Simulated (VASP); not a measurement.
# TiTe2 (P-3m1) in VASP: notebook

One crystal, TiTe2, is run at these levels: PBEsol; tasks: single point.

Program: VASP 6.6.1. These are calculated values, not measurements. Logs are shortened: lines on timing, memory, paths and dates and some standing lists are left out, and cuts for length are marked.

## Step 1: The cell of the first run

It takes space group P-3m1 (No. 164, trigonal). Conventional cell: a = 3.975 Å, b = 3.975 Å, c = 6.255 Å, α = 90.00°, β = 90.00°, γ = 120.00°. Around Ti (site symmetry -3m) lie 6 Te at 2.66 Å. Around Te (site symmetry 3m) lie 3 Ti at 2.66 Å.

## Step 2: Single point, PBEsol (strained and moved within the space group)

The input, INCAR:

```
PREC = Accurate ; ENCUT = 520
EDIFF = 1E-6 ; ISMEAR = 0
SIGMA = 0.1 ; LREAL = F
LASPH = T ; NELM = 100
ALGO = Fast ; ISIF = 2
LWAVE = F ; LCHARG = F
GGA = PS ; NBANDS = 19
```

The input, KPOINTS:

```
regular mesh
0
Gamma
  15 15 8
```

The input, POSCAR:

```
TiTe2
1.0
    3.9754067442      0.0000000000      0.0000000000
   -1.9877033721      3.4428032309      0.0000000000
    0.0000000000      0.0000000000      6.2545199400
Ti Te
1 2
Direct
    0.0000000000      0.0000000000      0.0000000000
    0.6666666667      0.3333333333      0.2156799295
    0.3333333333      0.6666666667      0.7843200705
```

Potentials or basis: VASP PAW PBE potentials, release 64 (Ti_sv, Te).

Run with:

```sh
$ cat potpaw_PBE.64/Ti_sv/POTCAR potpaw_PBE.64/Te/POTCAR > POTCAR
$ mpirun -np 1 vasp_std > vasp.out
```

OUTCAR:

```text
PREC = Accurate
   ENCUT = 520
   EDIFF = 1E-6
   ISMEAR = 0
   LREAL = F
   LASPH = T
   NELM = 100
   ISIF = 2
   GGA = PS

 ion  position               nearest neighbor table
   1  0.000  0.000  0.000-   2 2.66   3 2.66   2 2.66   3 2.66   2 2.66   3 2.66
   2  0.667  0.333  0.216-   1 2.66   1 2.66   1 2.66   3 3.54   3 3.54   3 3.54
   3  0.333  0.667  0.784-   1 2.66   1 2.66   1 2.66   2 3.54   2 3.54   2 3.54

  LATTYP: Found a hexagonal cell.
 ALAT       =     3.9754067442
 C/A-ratio  =     1.5733031467

  Lattice vectors:

 A1 = (   3.9754067442,   0.0000000000,   0.0000000000)
 A2 = (  -1.9877033721,   3.4428032309,   0.0000000000)
 A3 = (   0.0000000000,   0.0000000000,   6.2545199400)

Analysis of symmetry for initial positions (statically):
=====================================================================
 Subroutine PRICEL returns:
 Original cell was already a primitive cell.

 Routine SETGRP: Setting up the symmetry group for a
 hexagonal supercell.

 Subroutine GETGRP returns: Found 12 space group operations
 (whereof 12 operations were pure point group operations)
 out of a pool of 24 trial point group operations.

The static configuration has the point symmetry D_3d.

Analysis of symmetry for dynamics (positions and initial velocities):
=====================================================================
 Subroutine PRICEL returns:
 Original cell was already a primitive cell.

 Routine SETGRP: Setting up the symmetry group for a
 hexagonal supercell.

 Subroutine GETGRP returns: Found 12 space group operations
 (whereof 12 operations were pure point group operations)
 out of a pool of 24 trial point group operations.

The dynamic configuration has the point symmetry D_3d.

 Subroutine INISYM returns: Found 12 space group operations
 (whereof 12 operations are pure point group operations),
 and found     1 'primitive' translations

----------------------------------------------------------------------------------------

                                     Primitive cell

  volume of cell :      85.6028

  direct lattice vectors                    reciprocal lattice vectors
     3.975406744  0.000000000  0.000000000     0.251546587  0.145230490  0.000000000
    -1.987703372  3.442803231  0.000000000     0.000000000  0.290460980  0.000000000
     0.000000000  0.000000000  6.254519940     0.000000000  0.000000000  0.159884373

  length of vectors
     3.975406744  3.975406744  6.254519940     0.290460980  0.290460980  0.159884373

  position of ions in fractional coordinates (direct lattice)
     0.000000000  0.000000000  0.000000000
     0.666666667  0.333333333  0.215679929
     0.333333333  0.666666667  0.784320071

  ion indices of the primitive-cell ions
   primitive index   ion index
                 1           1
                 2           2
                 3           3

----------------------------------------------------------------------------------------

 KPOINTS: regular mesh

Automatic generation of k-mesh.
 Grid dimensions read from file:
 generate k-points for:   15   15    8

 Generating k-lattice:

  Cartesian coordinates                     Fractional coordinates (reciprocal lattice)
     0.016769772  0.009682033  0.000000000     0.066666667 -0.000000000  0.000000000
     0.000000000  0.019364065  0.000000000     0.000000000  0.066666667  0.000000000
     0.000000000  0.000000000  0.019985547     0.000000000  0.000000000  0.125000000

  Length of vectors
     0.019364065  0.019364065  0.019985547

  Shift w.r.t. Gamma in fractional coordinates (k-lattice)
     0.000000000  0.000000000  0.000000000

 Subroutine IBZKPT returns following result:
 ===========================================

 Found    192 irreducible k-points:

 Following reciprocal coordinates:
            Coordinates               Weight
  0.000000  0.000000  0.000000      1.000000
  0.066667  0.000000  0.000000      6.000000
  0.133333 -0.000000  0.000000      6.000000
  0.200000  0.000000  0.000000      6.000000
  0.266667 -0.000000  0.000000      6.000000
  0.333333  0.000000  0.000000      6.000000
[... 16 lines left out ...]
  0.333333  0.200000  0.000000     12.000000
  0.400000  0.200000  0.000000      6.000000
 [... further k-points ...]
   k-points           NKPTS =    192   k-points in BZ     NKDIM =    192   number of bands    NBANDS=     19
   number of dos      NEDOS =    301   number of ions     NIONS =      3
   total plane-waves  NPLWV =  43200
   dimension x,y,z NGX =    30 NGY =   30 NGZ =   48
   dimension x,y,z NGXF=    60 NGYF=   60 NGZF=   96
   ions per type =               1   2
   NGX,Y,Z   is equivalent  to a cutoff of  12.55, 12.55, 12.76 a.u.
   NGXF,Y,Z  is equivalent  to a cutoff of  25.09, 25.09, 25.52 a.u.
 SYSTEM =  unknown system
   PREC   = accura    normal or accurate (medium, high low for compatibility)
   ISTART =      0    job   : 0-new  1-cont  2-samecut
   ICHARG =      2    charge: 1-file 2-atom 10-const
   ISPIN  =      1    spin polarized calculation?
   LNONCOLLINEAR =      F non collinear calculations
   LSORBIT =      F    spin-orbit coupling
   LASPH  =      T    aspherical Exc in radial PAW
   ENCUT  =  520.0 eV  38.22 Ry    6.18 a.u.   7.39  7.39 11.63*2*pi/ulx,y,z
   NELM   =    100;   NELMIN=  2; NELMDL= -5     # of ELM steps
   EDIFF  = 0.1E-05   stopping-criterion for ELM
   LREAL  =      F    real-space projection
   EDIFFG = 0.1E-04   stopping-criterion for IOM
   NSW    =      0    number of steps for IOM
   IBRION =     -1    ionic relax: 0-MD 1-quasi-New 2-CG
   NFREE  =      0    steps in history (QN), initial steepest desc. (CG)
   ISIF   =      2    stress and relaxation
   ISYM   =      2    0-nonsym 1-usesym 2-fastsym
   POTIM  = 0.5000    time-step for ionic-motion
   TEBEG  =    0.0;   TEEND  =   0.0 temperature during run
   PSTRESS=    0.0 pullay stress
   NELECT =      24.0000    total number of electrons
   NUPDOWN=      -1.0000    fix difference up-down
   EMIN   =  10.00;   EMAX   =-10.00  energy-range for DOS
   EFERMI =   0.00;   METHOD = LEGACY
   ISMEAR =     0;   SIGMA  =   0.10  broadening in eV -4-tet -1-fermi 0-gaus
   EFERMI_NEDOS =   21; number of points for ismear=-14 and -15
   IALGO  =     68    algorithm
   IMIX   =      4    mixing-type and parameters
     AMIX     =   0.40;   BMIX     =  1.00
     AMIX_MAG =   1.60;   BMIX_MAG =  1.00
  volume/ion in A,a.u.               =      28.53       192.56
  Fermi-wavevector in a.u.,A,eV,Ry     =   1.071477  2.024797 15.620331  1.148062
  Thomas-Fermi vector in A             =   2.207218
   LORBIT       =      0    0 simple, 1 ext, 2 COOP (PROOUT), +10 PAW based schemes
   GGA     = PS    functional components
   LHFCALC =     F    Hartree Fock is set to
   AEXX    =    0.0000 exact exchange contribution
   IVDW    =     0    specifies the selected vdW correction
   LEPSILON=     F    determine dielectric tensor
   LRPA    =     F    only Hartree local field effects (RPA)
 non-spin polarized calculation
 RMM-DIIS sequential band-by-band and
 Gauss-broadening in eV      SIGMA  =   0.10
  energy-cutoff  :      520.00
  volume of cell :       85.60
 maximum number of plane-waves:      2376
 NGX is ok and might be reduce to    30
   NGX = 15   NGY = 15   NGZ = 23

 number of electron      24.0000006 magnetization

 Free energy of the ion-electron system (eV)
  ---------------------------------------------------
  ext. energy  EPLUGINS =         0.00000000
  ---------------------------------------------------
  free energy    TOTEN  =       -16.77531444 eV

  energy without entropy =      -16.76386982  energy(sigma->0) =      -16.76959213

 E-fermi :   6.1972     XC(G=0):  -9.5140

 val. band max:        6.1960640222   @ k =   0.0000   0.1333   0.1250
 cond. band min:       6.1972987606   @ k =   0.2667  -0.0000   0.5000
 fundamental gap:      0.0012347384
 Fermi energy:         6.1972407793

 k-point     1 :       0.0000    0.0000    0.0000
  band No.  band energies     occupation
      1     -51.2866      2.00000
      2     -27.6839      2.00000
      3     -27.6839      2.00000
      4     -27.6451      2.00000
      5      -6.7068      2.00000
      6      -4.5416      2.00000
[... 11 lines left out ...]
     18      10.3034      0.00000
     19      11.5739      0.00000

 k-point     2 :       0.0667    0.0000    0.0000
  band No.  band energies     occupation
      1     -51.2865      2.00000
      2     -27.6854      2.00000
      3     -27.6842      2.00000
      4     -27.6448      2.00000
      5      -6.6611      2.00000
      6      -4.5371      2.00000
[... 11 lines left out ...]
     18      10.7660      0.00000
     19      11.8404      0.00000

 k-point     3 :       0.1333   -0.0000    0.0000
  band No.  band energies     occupation
      1     -51.2863      2.00000
      2     -27.6899      2.00000
      3     -27.6851      2.00000
      4     -27.6438      2.00000
      5      -6.5265      2.00000
      6      -4.5261      2.00000
[... 11 lines left out ...]
     18      11.1594      0.00000
     19      12.4031      0.00000

 k-point     4 :       0.2000    0.0000    0.0000
  band No.  band energies     occupation
      1     -51.2859      2.00000
      2     -27.6964      2.00000
      3     -27.6864      2.00000
      4     -27.6424      2.00000
      5      -6.3117      2.00000
      6      -4.5162      2.00000
[... 407 lines left out ...]
     18      11.4288      0.00000
     19      12.6589      0.00000

 k-point    23 :       0.3333    0.2000    0.0000
  band No.  band energies     occupation
      1     -51.2843      2.00000
      2     -27.7146      2.00000
      3     -27.6985      2.00000
      4     -27.6368      2.00000
      5      -5.1010      2.00000
      6      -4.6715      2.00000
[... 11 lines left out ...]
     18      11.2607      0.00000
     19      12.6312      0.00000

 k-point    24 :       0.4000    0.2000    0.0000
  band No.  band energies     occupation
      1     -51.2842      2.00000
      2     -27.7152      2.00000
      3     -27.6993      2.00000
      4     -27.6366      2.00000
      5      -4.9564      2.00000
      6      -4.7504      2.00000
[... 11 lines left out ...]
     18      11.2100      0.00000
     19      12.6232      0.00000

 [... further k-points ...]

------------------------ aborting loop because EDIFF is reached ----------------------------------------

  FORCE on cell =-STRESS in cart. coord.  units (eV):
  Direction    XX          YY          ZZ          XY          YZ          ZX
  --------------------------------------------------------------------------------------
  -------------------------------------------------------------------------------------
  Total        1.8662526      1.8662526      4.8092630      0.0000000      0.0000000      0.0000000
  in kB       34.9295714     34.9295714     90.0121950      0.0000000      0.0000000      0.0000000
  external PRESSURE =      53.2904459 kB  Pullay stress =       0.0000000 kB

 VOLUME and BASIS-vectors are now :
 -----------------------------------------------------------------------------
  energy-cutoff  :      520.00
  volume of cell :       85.60
      direct lattice vectors                 reciprocal lattice vectors
     3.975406744  0.000000000  0.000000000     0.251546587  0.145230490  0.000000000
    -1.987703372  3.442803231  0.000000000     0.000000000  0.290460980  0.000000000
     0.000000000  0.000000000  6.254519940     0.000000000  0.000000000  0.159884373

 POSITION                                       TOTAL-FORCE (eV/Angst)
 -----------------------------------------------------------------------------------
      0.00000      0.00000      0.00000        -0.000000      0.000000      0.000000
      1.98770      1.14760      1.34897        -0.000000     -0.000000      2.160909
     -0.00000      2.29520      4.90555         0.000000      0.000000     -2.160909
 -----------------------------------------------------------------------------------
    total drift:                                0.000000     -0.000000      0.000000

  FREE ENERGIE OF THE ION-ELECTRON SYSTEM (eV)
  ---------------------------------------------------
  free  energy   TOTEN  =       -16.7753144415 eV

  energy  without entropy=      -16.7638698242  energy(sigma->0) =      -16.76959213
```

Run time: 11 min. Hardware: 1 thread of Intel Xeon Platinum 8488C (Sapphire Rapids), shared host; peak memory 0.43 GiB.

Results:

* Free energy: -16.7753 eV
* Pressure: 5.3 GPa
* Largest force: 2.161 eV/Å
* Band gap on the k mesh: none (metal or under the smearing width)

Forces on the atoms (eV/Å):
```
Ti   0.000  0.000  0.000
Te   0.000  0.000  2.161
Te   0.000  0.000 -2.161
```

Caveat: the PAW data sets were made with another functional, which shifts forces and pressure a little; this functional lacks dispersion, which binds the layers, so the pressure and a relaxed spacing across them are unreliable. The run has no spin-orbit coupling, so splittings on Te are missing.

## Step 3: Single point, PBEsol (strained and moved within the space group)

The input, INCAR:

```
  PREC = Accurate
  ENCUT = 520
  EDIFF = 1E-7
  ISMEAR = 0
  SIGMA = 0.1
  LREAL = False
  LASPH = True
  NELM = 100
  ALGO = Fast
  ISIF = 2
  LWAVE = False
  LCHARG = False
  GGA = PS
  NBANDS = 19
```

The input, KPOINTS:

```
Automatic mesh
0
Gamma
  15 15 8
```

The input, POSCAR:

```
TiTe2
1.0
    3.6738132234      0.0000000000      0.0000000000
   -1.8369066117      3.1816155802      0.0000000000
    0.0000000000      0.0000000000      6.9052946400
Ti Te
1 2
Direct
    0.0000000000      0.0000000000      0.0000000000
    0.6666666667      0.3333333333      0.2571455915
    0.3333333333      0.6666666667      0.7428544085
```

Potentials or basis: VASP PAW PBE potentials, release 64 (Ti_sv, Te).

Run with:

```sh
$ cat potpaw_PBE.64/Ti_sv/POTCAR potpaw_PBE.64/Te/POTCAR > POTCAR
$ mpirun -np 1 vasp_std > vasp.out
```

Run time: 8.4 min. Hardware: 1 thread of Intel Xeon Platinum 8488C (Sapphire Rapids), shared host; peak memory 0.41 GiB.

The run converged. Its results:

* Free energy: -17.5042 eV
* Pressure: -1.5 GPa
* Largest force: 0.203 eV/Å
* Band gap on the k mesh: none (metal or under the smearing width)

Forces on the atoms (eV/Å):
```
Ti   0.000  0.000  0.000
Te   0.000  0.000 -0.203
Te   0.000  0.000  0.203
```

Stress tensor (GPa, compression positive):
```
-0.93  0.00  0.00
 0.00 -0.93  0.00
 0.00  0.00 -2.74
```

Levels at points of the mesh, in eV from the Fermi level:
| k point | band 8 | band 9 | band 10 | band 11 | band 12 | band 13 | band 14 | band 15 | band 16 | band 17 |
| --- | --- | --- | --- | --- | --- | --- | --- | --- | --- | --- |
| (0.00, 0.00, 0.00) | -1.37 | -1.37 | -0.16 | 0.12 | 0.47 | 0.47 | 1.40 | 1.40 | 3.31 | 3.31 |
| (0.00, 0.00, 0.50) | -2.87 | -1.34 | -1.34 | 0.46 | 0.46 | 0.82 | 1.20 | 1.20 | 3.58 | 3.58 |

Caveat: the PAW data sets were made with another functional, which shifts forces and pressure a little; this functional lacks dispersion, which binds the layers, so the pressure and a relaxed spacing across them are unreliable. The run has no spin-orbit coupling, so splittings on Te are missing.
